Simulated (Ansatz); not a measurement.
## Property card for Ni

Level of theory: DFT r2SCAN, scalar-relativistic, plane waves, PAW (Ansatz 0.2.0).

Cutoff 500 eV; k points 20×20×20 on the computed 1-atom cell (Γ-centred); Gaussian smearing, width 0.10 eV; collinear spin from starting moments 0.9 μB.

The structure is relaxed at this level of theory with its symmetry kept.

```cif
data_structure
_symmetry_space_group_name_H-M 'Fm-3m'
_symmetry_Int_Tables_number 225
_cell_length_a 3.4787
_cell_length_b 3.4787
_cell_length_c 3.4787
_cell_angle_alpha 90.000
_cell_angle_beta 90.000
_cell_angle_gamma 90.000
_cell_volume 42.10
loop_
_atom_site_label
_atom_site_type_symbol
_atom_site_symmetry_multiplicity
_atom_site_Wyckoff_symbol
_atom_site_fract_x
_atom_site_fract_y
_atom_site_fract_z
_atom_site_occupancy
Ni1 Ni 4 a 0.00000 0.00000 0.00000 1
```

Q: Formation energy from the elements' standard states (uncorrected)?

A: +0.001 eV/atom.

Q: Density of states at the Fermi level?

A: 1.17 states/eV per cell.

Q: Löwdin character within 0.5 eV of the Fermi level?

A: Ni 3d 92 %.

Q: Bulk modulus?

A: 216 GPa.

Q: Its pressure derivative?

A: 4.4.

Q: Bader charges (e)?

A: Ni (1 in the cell) 0.00.

Q: Total moment?

A: 0.75 μB per cell.

Q: Site moments (μB; atoms counted from 1 over the whole cell)?

A: Ni (atom 1) 0.82.

The state reached may not be the lowest one.

Only this magnetic start was tried.

Cost: 6 runs of about 3.3 core-minutes in all, on Arm Neoverse V1 (shared hosts).